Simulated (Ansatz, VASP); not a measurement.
One calculation of S, two programs

File INCAR:

```
PREC     = Accurate       # precision mode
ENCUT    = 520            # plane-wave cutoff, eV
EDIFF    = 1E-6           # SCF threshold, eV
ISMEAR   = -1             # smearing method
SIGMA    = 0.08           # smearing width, eV
LREAL    = F              # projectors in reciprocal space
LASPH    = T              # aspherical terms in the spheres
NELM     = 60             # most SCF steps
ALGO     = Normal         # electronic algorithm
ISIF     = 2              # what is computed and relaxed
LWAVE    = F              # write WAVECAR
LCHARG   = F              # write CHGCAR
GGA      = PE             # functional
NBANDS   = 13             # bands
```

File KPOINTS:

```
Automatic mesh
0
Gamma
  13 13 13
```

File POSCAR:

```
S
1.0
    0.0000000000      2.1328333151      2.1328333151
    2.1328333151      0.0000000000      2.1328333151
    2.1328333151      2.1328333151      0.0000000000
S
2
Direct
   -0.1250000000     -0.1250000000     -0.1250000000
    0.1250000000      0.1250000000      0.1250000000
```

Input for Ansatz:

```yaml
crystal:
  lattice:
    - [0.0, 2.1328333151, 2.1328333151]
    - [2.1328333151, 0.0, 2.1328333151]
    - [2.1328333151, 2.1328333151, 0.0]
  atoms:
    - { symbol: S, position: [-0.125, -0.125, -0.125] }
    - { symbol: S, position: [0.125, 0.125, 0.125] }
kpoints:
  mp_grid: { grid: [13, 13, 13] }
  band_path:
    path:
      - [0.0, 0.0, 0.0]
      - [0.5, 0.0, 0.5]
      - [0.625, 0.25, 0.625]
      - [0.375, 0.375, 0.75]
      - [0.0, 0.0, 0.0]
      - [0.5, 0.5, 0.5]
      - [0.5, 0.25, 0.75]
      - [0.5, 0.0, 0.5]
    npoints: 8
scf:
  occupations: { method: fermi_dirac, width: 0.08 }
hamiltonian:
  xc: pbe
  pseudopotentials: { kind: all_electron, lapw: { basis_error: 0.001 } }
output:
  forces: true
  stress: true
  eigenvalues: true
  populations: true
  dos: { projected: true, de: 0.2, e_range: [-14, 8] }
```

Change from the starting cell: volume scaled by 0.4, LAPW.

Alike in both runs: task single point; functional PBE; k mesh 13 × 13 × 13; occupations fermi-dirac, width 0.08 eV; no spin polarisation.

|  | VASP | Ansatz |
| --- | --- | --- |
| version | VASP 6.6.1 | Ansatz 0.2.0 |
| potentials or method | VASP PAW PBE potentials, release 64 (S) | all-electron LAPW, scalar-relativistic |
| plane-wave cutoff (eV) | 520 | see its input |

Ansatz gave:

```
pressure (GPa) : 157.5
```

Question: What did VASP give for the same quantities?

Answer: Pressure (GPa): 154.5.

Ansatz ran all-electron here, so the differences hold the error of VASP's frozen core and of both bases.

Caveats: the cell as given lies far from equilibrium; so large a pressure means that the cell lies far from this level's equilibrium, or that cutoff or potentials fall short (VASP).
